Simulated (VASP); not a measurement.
A run of VASP 6.6.1 is set up as follows.

The input INCAR:

```
SYSTEM = WSe2
AGGAC    = 0.0          
ALGO     = Normal         ! electronic algorithm
EDIFF    = 1E-6           ! SCF threshold, eV
EDIFFG   = -0.01          ! ionic threshold
ENCUT    = 600            ! plane-wave cutoff, eV
GGA      = MK             ! functional
IBRION   = 2              ! ionic algorithm
ISIF     = 3              ! what is computed and relaxed
ISMEAR   = 0              ! smearing method
KPAR     = 2            
LASPH    = .True.         ! aspherical terms in the spheres
LCHARG   = .False.        ! write CHGCAR
LREAL    = .False.        ! projectors in reciprocal space
LUSE_VDW = .True.       
LWAVE    = .False.        ! write WAVECAR
NELM     = 80             ! most SCF steps
NSW      = 90             ! ionic steps
PARAM1   = 0.1234       
PARAM2   = 0.711357     
PREC     = Accurate       ! precision mode
SIGMA    = 0.03           ! smearing width, eV
ZAB_VDW  = -1.8867
```

KPOINTS

```
k-points
0
Gamma
  9 9 2
  0 0 0
```

Contents of POSCAR:

```
WSe2
1.0
    3.2900000000      0.0000000000      0.0000000000
   -1.6450000000      2.8492235785      0.0000000000
    0.0000000000      0.0000000000     12.9700000000
W Se
2 4
Direct
    0.3333333333      0.6666666667      0.2500000000
    0.6666666667      0.3333333333      0.7500000000
    0.3333333333      0.6666666667      0.6210000000
    0.6666666667      0.3333333333      0.1210000000
    0.3333333333      0.6666666667      0.8790000000
    0.6666666667      0.3333333333      0.3790000000
```

Potentials or basis: VASP PAW PBE potentials, release 64 (W_sv, Se).

The run is started by

```sh
$ cat potpaw_PBE.64/W_sv/POTCAR potpaw_PBE.64/Se/POTCAR > POTCAR
$ mpirun -np 2 vasp_std > vasp.out
```

Task: Estimate the relaxed cell.

Result: a = 3.303 Å, b = 3.303 Å, c = 13.095 Å, α = 90.00°, β = 90.00°, γ = 120.00°.

Task: What does it give for the space group after relaxing (to 0.05 Å)?

Result: P6_3/mmc (No. 194).

Stress tensor (GPa, compression positive):
```
-0.04  0.00  0.00
 0.00 -0.04  0.00
 0.00  0.00  0.07
```

Caveat: the PAW data sets were made with another functional, which shifts forces and pressure a little. Zero-point motion and thermal expansion aren't in these numbers.
